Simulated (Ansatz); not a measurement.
EuO:

```
Eu O
1.0
     0.00000    2.57195    2.57195
     2.57195    0.00000    2.57195
     2.57195    2.57195    0.00000
Eu O
1 1
Direct
  0.00000 0.00000 0.00000
  0.50000 0.50000 0.50000
```

Program: Ansatz 0.2.0. Alike in all runs: potentials or basis Ansatz PAW; cell as given; cutoff (eV) 420.

Question: Order these runs on this cell by their pressure, lowest first.
A. level LDA; spin non-collinear, ferromagnetic start, SOC; k mesh 7 × 7 × 7; smearing fermi-dirac 0.05 eV; points for each segment of the path 14; mesh quality not flagged
B. level PBE; spin collinear, ferromagnetic start; k mesh 9 × 9 × 9; smearing gaussian 0.028 eV; mesh quality not flagged
C. level PBEsol; spin collinear, ferromagnetic start; k mesh 9 × 9 × 9; smearing fermi-dirac 0.05 eV; points for each segment of the path 14; mesh quality not flagged
D. level HSE06; spin collinear, ferromagnetic start; k mesh 5 × 5 × 5; smearing fermi-dirac 0.05 eV; points for each segment of the path 4; mesh quality coarse

Answer: A (-13.4 GPa), C (-9.1 GPa), B (-4.1 GPa), D (-1.0 GPa).

Caveats: some runs use coarse meshes; a cell with one magnetic atom can't hold antiferromagnetic order, which such compounds often take; the PAW data sets come from PBE, with cores solved anew for the run's functional, which leaves a small shift of forces and pressure (some runs); the thresholds are loose for stress (some runs); the magnetic or orbital state may not be the lowest (some runs).
